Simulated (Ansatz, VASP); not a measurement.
**Cross-check of Ti2Te2P between VASP and Ansatz**

Aim: how closely do two programs agree when they are given the same cell, functional and k mesh?

Calculated with Ansatz 0.2.0; plane waves, with VASP 6.6.1 beside it; single point at PBEsol.

## (1) The structure

Symmetry: R-3m, No. 166, trigonal system. Conventional cell: a = 3.650 Å, b = 3.650 Å, c = 29.833 Å, α = 90.00°, β = 90.00°, γ = 120.00°. Nearest to Te lie 3 Ti at 2.78 Å. Ti has 3 P at 2.49 Å and 3 Te at 2.78 Å nearest. Nearest to P lie 6 Ti at 2.49 Å. Farther neighbours and most contacts between anions are not listed.

As a file:

```
Te Ti P
1.0
     1.82518    1.05377    9.94446
    -1.82518    1.05377    9.94446
     0.00000   -2.10754    9.94446
Te Ti P
2 2 1
Direct
  0.77175 0.77175 0.77175
  0.22825 0.22825 0.22825
  0.37784 0.37784 0.37784
  0.62216 0.62216 0.62216
  0.00000 0.00000 0.00000
```

## (2) VASP: single point, PBEsol

A single point gives forces, pressure and levels at one fixed geometry, so differences don't come from the geometry; what else differs is listed under the comparison.

Lines of VASP's logs that name or quote its potential files are left out, and so is its time.

File INCAR:

```
SYSTEM = Ti2Te2P
PREC = Accurate
ENCUT = 400
EDIFF = 1E-05
NELM = 100
ISMEAR = 0
SIGMA = 0.05
LREAL = .FALSE.
ALGO = Normal
GGA = PS
NBANDS = 29
ISPIN = 2
MAGMOM = 0 0 1 -1 0
LASPH = .TRUE.
LMAXMIX = 4
LORBIT = 11
LWAVE = .FALSE.
LCHARG = .FALSE.
KPAR = 8
```

File POSCAR:

```
Ti2Te2P
1.0
    1.8251794314      1.0537678360      9.9444565052
   -1.8251794314      1.0537678360      9.9444565052
    0.0000000000     -2.1075356720      9.9444565052
Te Ti P
2 2 1
Direct
    0.7717472500      0.7717472500      0.7717472500
    0.2282527500      0.2282527500      0.2282527500
    0.3778373700      0.3778373700      0.3778373700
    0.6221626300      0.6221626300      0.6221626300
    0.0000000000      0.0000000000      0.0000000000
```

File KPOINTS:

```
Automatic mesh
0
Gamma
8 8 8
0 0 0
```

PAW data sets: Te, Ti_sv and P (PBE family, release 64).

The run is started by

```console
$ mpirun -np 8 vasp_std
```

Numbers of over 12 decimals in the logs are rounded to 6 here.

Output:

```text
[banner, memory and clock lines left out]
running    8 mpi-ranks, on    1 nodes
 distrk:  each k-point on    1 cores,    8 groups
 distr:  one band on    1 cores,    1 groups

 POSCAR found type information on POSCAR TeTiP
 POSCAR found :  3 types and       5 ions
|                                                                             |
|           W    W    AA    RRRRR   N    N  II  N    N   GGGG   !!!           |
|           W    W   A  A   R    R  NN   N  II  NN   N  G    G  !!!           |
|           W    W  A    A  R    R  N N  N  II  N N  N  G       !!!           |
|           W WW W  AAAAAA  RRRRR   N  N N  II  N  N N  G  GGG   !            |
|           WW  WW  A    A  R   R   N   NN  II  N   NN  G    G                |
|           W    W  A    A  R    R  N    N  II  N    N   GGGG   !!!           |
|                                                                             |
|     For optimal performance we recommend to set                             |
|       NCORE = 2 up to number-of-cores-per-socket                            |
|     NCORE specifies how many cores store one orbital (NPAR=cpu/NCORE).      |
|     This setting can greatly improve the performance of VASP for DFT.       |
|     The default, NCORE=1 might be grossly inefficient on modern             |
|     multi-core architectures or massively parallel machines. Do your        |
|     Unfortunately you need to use the default for GW and RPA                |
|     calculations (for HF NCORE is supported but not extensively tested      |
|     yet).                                                                   |
|                                                                             |

|                                                                             |
|               ----> ADVICE to this user running VASP <----                  |
|                                                                             |
|     You enforced a specific xc type in the INCAR file but a different       |
|     [... a line on the potential file left out ...]
|     I HOPE YOU KNOW WHAT YOU ARE DOING!                                     |
|                                                                             |

 LDA part: xc-table for (Slater+PW92), standard interpolation
 POSCAR, INCAR and KPOINTS ok, starting setup
 FFT: planning ... GRIDC
 FFT: planning ... GRID_SOFT
 FFT: planning ... GRID
 WAVECAR not read
 entering main loop
       N       E                     dE             d eps       ncg     rms          rms(c)
DAV:   1     0.371571018924E+03    0.37157E+03   -0.16547E+04  7620   0.116E+03
DAV:   2     0.953897783675E+01   -0.36203E+03   -0.35158E+03  7897   0.369E+02
DAV:   3    -0.339225010620E+02   -0.43461E+02   -0.42503E+02 12435   0.114E+02
DAV:   4    -0.383802617739E+02   -0.44578E+01   -0.44324E+01 11190   0.308E+01
DAV:   5    -0.386666187809E+02   -0.28636E+00   -0.28630E+00 10933   0.648E+00    0.195E+01
DAV:   6    -0.357383795201E+02    0.29282E+01   -0.41248E+01 10247   0.435E+01    0.112E+01
DAV:   7    -0.344880519293E+02    0.12503E+01   -0.14513E+01 10276   0.267E+01    0.642E+00
DAV:   8    -0.342273546235E+02    0.26070E+00   -0.14363E+00  9730   0.791E+00    0.307E+00
DAV:   9    -0.342262214517E+02    0.11332E-02   -0.30843E-01 11801   0.312E+00    0.153E+00
DAV:  10    -0.342160720747E+02    0.10149E-01   -0.62035E-02 10329   0.188E+00    0.658E-01
DAV:  11    -0.342168000442E+02   -0.72797E-03   -0.33962E-03 10207   0.382E-01    0.526E-01
DAV:  12    -0.342169015037E+02   -0.10146E-03   -0.27129E-04 11587   0.980E-02    0.412E-01
DAV:  13    -0.342170175928E+02   -0.11609E-03   -0.40466E-04  9698   0.167E-01    0.107E-01
DAV:  14    -0.342169835360E+02    0.34057E-04   -0.83184E-05  9647   0.732E-02    0.498E-02
DAV:  15    -0.342169759934E+02    0.75426E-05   -0.21747E-05  7207   0.317E-02
   1 F= -.34216976E+02 E0= -.34215168E+02  d E =-.361501E-02  mag=     0.0000
```

From OUTCAR (step 2):

```text
ion  position               nearest neighbor table
   1  0.772  0.772  0.772-   3 2.78   3 2.78   3 2.78
   2  0.228  0.228  0.228-   4 2.78   4 2.78   4 2.78
   3  0.378  0.378  0.378-   5 2.49   5 2.49   5 2.49   1 2.78   1 2.78   1 2.78
   4  0.622  0.622  0.622-   5 2.49   5 2.49   5 2.49   2 2.78   2 2.78   2 2.78
   5  0.000  0.000  0.000-   4 2.49   3 2.49   4 2.49   4 2.49   3 2.49   3 2.49

  LATTYP: Found a trigonal (rhomboedric) cell.
 ALAT       =    10.1653293991
 COS(alpha) =     0.9355239809

 Subroutine GETGRP returns: Found 12 space group operations
 (whereof 12 operations were pure point group operations)

The static configuration has the point symmetry D_3d.

 Found     65 irreducible k-points:

   k-points           NKPTS =     65   k-points in BZ     NKDIM =     65   number of bands    NBANDS=     29

   dimension x,y,z NGX =    70 NGY =   70 NGZ =   70
   dimension x,y,z NGXF=   140 NGYF=  140 NGZF=  140

   ENCUT  =  400.0 eV  29.40 Ry    5.42 a.u.  16.58 16.58 16.58*2*pi/ulx,y,z

   NELECT =      41.0000    total number of electrons

 k-points in reciprocal lattice and weights: Automatic mesh
   0.00000000  0.00000000  0.00000000       0.002
   0.12500000 -0.00000000  0.00000000       0.012
   0.25000000 -0.00000000  0.00000000       0.012
   0.37500000 -0.00000000 -0.00000000       0.012
   0.50000000 -0.00000000  0.00000000       0.006
   0.12500000  0.12500000  0.00000000       0.012
   0.25000000  0.12500000 -0.00000000       0.023
   0.37500000  0.12500000 -0.00000000       0.023
   0.50000000  0.12500000 -0.00000000       0.023
[...]
-0.37500000  0.50000000  0.37500000       0.012
   0.50000000  0.50000000  0.50000000       0.002

 average (electrostatic) potential at core
       1 -86.9215       2 -86.9215       3 -74.1393       4 -74.1393       5 -81.3810

 E-fermi :   6.8447

 spin component 1
 k-point     1 :       0.0000    0.0000    0.0000
  band No.  band energies     occupation
    ...
     16       6.1471      1.00000
     17       6.1471      1.00000
     18       6.6358      1.00000
     19       6.7851      0.95403
     20       6.7851      0.95403
     21       6.9720      0.00016
     22       7.9392      0.00000
     23       7.9392      0.00000
     24       8.2986      0.00000
     25       8.2986      0.00000
    ...

 k-point     2 :       0.1250   -0.0000    0.0000
  band No.  band energies     occupation
    ...
     16       5.3875      1.00000
     17       6.1475      1.00000
     18       6.1587      1.00000
     19       6.5490      1.00000
     20       6.6554      1.00000
     21       6.8598      0.33458
     22       7.7484      0.00000
     23       7.7685      0.00000
     24       8.1437      0.00000
     25       8.5790      0.00000
    ...

 k-point     3 :       0.2500   -0.0000    0.0000
  band No.  band energies     occupation
    ...
     17       4.7551      1.00000
     18       5.7130      1.00000
     19       5.9961      1.00000
     20       6.3477      1.00000
     21       6.4685      1.00000
     22       7.6641      0.00000
     23       7.8241      0.00000
     24       8.2932      0.00000
     25       8.7896      0.00000
     26       8.8563      0.00000
    ...

 k-point     4 :       0.3750   -0.0000   -0.0000
  band No.  band energies     occupation
    ...
     17       4.7692      1.00000
     18       5.0933      1.00000
     19       5.8015      1.00000
     20       6.0714      1.00000
     21       6.2432      1.00000
     22       7.9409      0.00000
     23       8.0496      0.00000
     24       8.4719      0.00000
     25       8.5051      0.00000
     26       8.7172      0.00000
    ...

 k-point     5 :       0.5000   -0.0000    0.0000
  band No.  band energies     occupation
    ...
     17       4.2308      1.00000
     18       5.5588      1.00000
     19       5.7132      1.00000
     20       5.7702      1.00000
     21       6.2375      1.00000
     22       8.1182      0.00000
     23       8.1883      0.00000
     24       8.2349      0.00000
     25       8.6261      0.00000
     26       8.6366      0.00000
    ...

 k-point     6 :       0.1250    0.1250    0.0000
  band No.  band energies     occupation
    ...
     16       5.3888      1.00000
     17       6.1374      1.00000
     18       6.1477      1.00000
     19       6.5559      1.00000
     20       6.6492      1.00000
     21       6.8515      0.42302
     22       7.7786      0.00000
     23       7.7973      0.00000
     24       8.1212      0.00000
     25       8.6060      0.00000
    ...

  Total       -2.5963140     -2.5963140     -1.9111406      0.0000000      0.0000000      0.0000000
  in kB      -36.2480784    -36.2480784    -26.6821246      0.0000000      0.0000000      0.0000000
  external PRESSURE =     -33.0594272 kB  Pullay stress =       0.0000000 kB

  energy-cutoff  :      400.00
  volume of cell :      114.76
      direct lattice vectors                 reciprocal lattice vectors
     1.825179431  1.053767836  9.944456505     0.273945669  0.158162606  0.033519512
    -1.825179431  1.053767836  9.944456505    -0.273945669  0.158162606  0.033519512
     0.000000000 -2.107535672  9.944456505     0.000000000 -0.316325211  0.033519512

 POSITION                                       TOTAL-FORCE (eV/Angst)
 -----------------------------------------------------------------------------------
      0.00000      0.00000     23.02382         0.000000     -0.000000     -0.024760
      0.00000      0.00000      6.80955         0.000000      0.000000      0.024760
      0.00000      0.00000     11.27216         0.000000     -0.000000     -0.254727
      0.00000      0.00000     18.56121         0.000000      0.000000      0.254727
      0.00000      0.00000      0.00000         0.000000     -0.000000      0.000000
 -----------------------------------------------------------------------------------
    total drift:                                0.000000      0.000000      0.000000

  FREE ENERGIE OF THE ION-ELECTRON SYSTEM (eV)
  ---------------------------------------------------
  free  energy   TOTEN  =       -34.2169759934 eV

  energy  without entropy=      -34.2133609819  energy(sigma->0) =      -34.21516849

 total charge
# of ion       s       p       d       tot
------------------------------------------
    1        1.389   1.971   0.038   3.398
    2        1.389   1.971   0.038   3.398
    3        2.163   6.133   1.936  10.232
    4        2.163   6.133   1.936  10.232
    5        1.026   1.544   0.000   2.570
--------------------------------------------------
tot          8.131  17.752   3.948  29.830

 magnetization (x)
# of ion       s       p       d       tot
------------------------------------------
    1       -0.000   0.000  -0.000  -0.000
    2        0.000  -0.000   0.000   0.000
    3       -0.000  -0.000  -0.000  -0.000
    4        0.000   0.000   0.000   0.000
    5        0.000   0.000   0.000   0.000
--------------------------------------------------
tot          0.000   0.000   0.000   0.000

[... 1 further part left out ...]
```

The moments of VASP's start collapse, so its state is non-magnetic.

(Part 1 of 2 ends here.)

[Lines on the potential files, build, host, timing and source positions are cut from VASP's logs without a mark.]

[Logs are printed without paths, hosts, clocks, repeated set-up lines and the standing remarks that a program may print on its own settings, such as how far it seeks lower states.]

[Hosts, paths, dates, database ids (printed as entryN), source tags and the programs' standing remarks are cut or masked in the printed files.]
